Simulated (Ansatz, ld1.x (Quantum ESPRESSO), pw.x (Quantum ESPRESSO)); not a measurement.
## What a changed setting does to a pw.x run (diamond P)

Potential: norm-conserving Troullier–Martins (Kleinman–Bylander form), ld1.x (Quantum ESPRESSO) 7.5, PBE; core [Ne], reference 3s2 3p3; waves: 3s (bound): rc 1.60 bohr; 3p (bound): rc 1.50 bohr; 3d channel at 0.35 Ry: rc 1.70 bohr; local part: all-electron potential smoothed inside 1.60 bohr (lloc = -1); core correction: none.

The reference run (k-mesh 8³, cutoffs 60/240 Ry, Fermi–Dirac 0.01 Ry, mixing_beta 0.4, conv_thr 1e-9, no spin) gives -0.44 GPa at 20.949 Å³/atom, where all-electron LAPW gives -0.21 GPa. This run, with its own iteration cap, changes nbnd to 17.

```
&control
  calculation='scf', prefix='x', pseudo_dir='./', outdir='./tmp', tstress=.true., disk_io='none'
/
&system
  ibrav=0, nat=2, ntyp=1, ecutwfc=60, ecutrho=240, nbnd=17,
  occupations='smearing', smearing='fd', degauss=0.01
/
&electrons
  conv_thr=1e-09, mixing_beta=0.4, electron_maxstep=60
/
ATOMIC_SPECIES
P 1.0 P.UPF
CELL_PARAMETERS angstrom
  0.00000000 2.75668895 2.75668895
  2.75668895 0.00000000 2.75668895
  2.75668895 2.75668895 0.00000000
ATOMIC_POSITIONS crystal
P 0.0000 0.0000 0.0000
P 0.2500 0.2500 0.2500
K_POINTS automatic
8 8 8 0 0 0
```

```bash
pw.x < P.scf.in > P.scf.out
```

Q: How does the run end?

A: It converges in 7 iterations; the free energy moves by +0.0 meV/atom and the pressure by +0.00 GPa. The result is that of the reference run.

```
Message from routine setup:
     using ibrav=0 with symmetry is DISCOURAGED, use correct ibrav instead
     lattice parameter (alat)  =       7.3672  a.u.
     unit-cell volume          =     282.7417 (a.u.)^3
     number of electrons       =        10.00
     number of Kohn-Sham states=           17
     kinetic-energy cutoff     =      60.0000  Ry
     charge density cutoff     =     240.0000  Ry
     scf convergence threshold =      1.0E-09
     Exchange-correlation= PBE
     number of k points=    29  Fermi-Dirac smearing, width (Ry)=  0.0100
     iteration #  1     ecut=    60.00 Ry     beta= 0.40
     total energy              =     -26.31712119 Ry
     estimated scf accuracy    <       0.01670075 Ry
     iteration #  2     ecut=    60.00 Ry     beta= 0.40
     total energy              =     -26.31622255 Ry
     estimated scf accuracy    <       0.00474669 Ry
     iteration #  3     ecut=    60.00 Ry     beta= 0.40
     total energy              =     -26.31640118 Ry
     estimated scf accuracy    <       0.00009269 Ry
     iteration #  4     ecut=    60.00 Ry     beta= 0.40
     total energy              =     -26.31640816 Ry
     estimated scf accuracy    <       0.00000011 Ry
     iteration #  5     ecut=    60.00 Ry     beta= 0.40
     total energy              =     -26.31640837 Ry
     estimated scf accuracy    <       0.00000001 Ry
     iteration #  6     ecut=    60.00 Ry     beta= 0.40
     total energy              =     -26.31640838 Ry
     estimated scf accuracy    <          4.7E-09 Ry
     iteration #  7     ecut=    60.00 Ry     beta= 0.40
     the Fermi energy is     6.6634 ev
!    total energy              =     -26.31640838 Ry
     estimated scf accuracy    <          3.7E-11 Ry
     smearing contrib. (-TS)   =      -0.00742896 Ry
     The total energy is F=E-TS. E is the sum of the following terms:
     one-electron contribution =       3.59562238 Ry
     hartree contribution      =       2.54053099 Ry
     xc contribution           =      -6.59373263 Ry
     ewald contribution        =     -25.85140015 Ry
     convergence has been achieved in   7 iterations
          total   stress  (Ry/bohr**3)                   (kbar)     P=       -4.39
     Message from routine punch:
     Nothing written, as per user request (disk_io='none')
```

The run took about 12 s on one core of a shared host (Neoverse-V2, 96 threads, 742 GiB, load 59).
